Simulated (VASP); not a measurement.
Input of a VASP 6.6.1 run:

File INCAR:

```
PREC = Accurate ; ENCUT = 520
EDIFF = 1E-6 ; ISMEAR = 0
SIGMA = 0.1 ; LREAL = False
LASPH = True ; NELM = 120
ALGO = Normal ; ISIF = 3
LWAVE = False ; LCHARG = False
ISPIN = 2 ; MAGMOM = 3 0
LORBIT = 11 ; LMAXMIX = 4
GGA = PE ; IBRION = 2
NSW = 90 ; EDIFFG = -0.01
```

Contents of KPOINTS:

```
Automatic mesh
0
Gamma
  11 11 11
```

File POSCAR:

```
FeO
1.0
    1.5188209000      0.8768916600      2.5195772800
   -1.5188209000      0.8768916600      2.5195772800
    0.0000000000     -1.7537833100      2.5195772800
Fe O
1 1
Direct
    0.0000000000      0.0000000000      0.0000000000
    0.5000000000      0.5000000000      0.5000000000
```

Potentials or basis: VASP PAW PBE potentials, release 64 (Fe, O).

Command:

```sh
$ cat potpaw_PBE.64/Fe/POTCAR potpaw_PBE.64/O/POTCAR > POTCAR
$ mpirun -np 1 vasp_std > vasp.out
```

Question: What does it give for the site moments?

Answer: Fe +3.62; O +0.30 μB.

Question: What does it give for the band gap on the k mesh?

Answer: None (metal or under the smearing width).

Question: Predict the net moment.

Answer: 4.00 μB per cell.

Question: Estimate the relaxed cell.

Answer: a = 3.049 Å, b = 3.049 Å, c = 3.049 Å, α = 59.89°, β = 59.89°, γ = 59.89°.

The path:
```csv
step,energy change (eV),largest force (eV/Å),pressure (GPa),volume (Å³)
1,0.0000,0.0000,-1.19,20.13
2,-0.0004,0.0000,0.89,19.92
3,-0.0006,0.0000,0.11,20.00
4,-0.0006,0.0000,0.21,19.99
5,-0.0007,0.0000,0.16,20.00
6,-0.0010,0.0000,0.10,20.00
```

Caveat: a cell with one magnetic atom can't hold antiferromagnetic order, which such compounds often take; semilocal functionals often make such compounds metallic where correlation or magnetic order opens a gap, which also shifts bond lengths. With open d or f shells a metallic result of PBE can be an artefact of self-interaction; +U or a hybrid may open a gap.
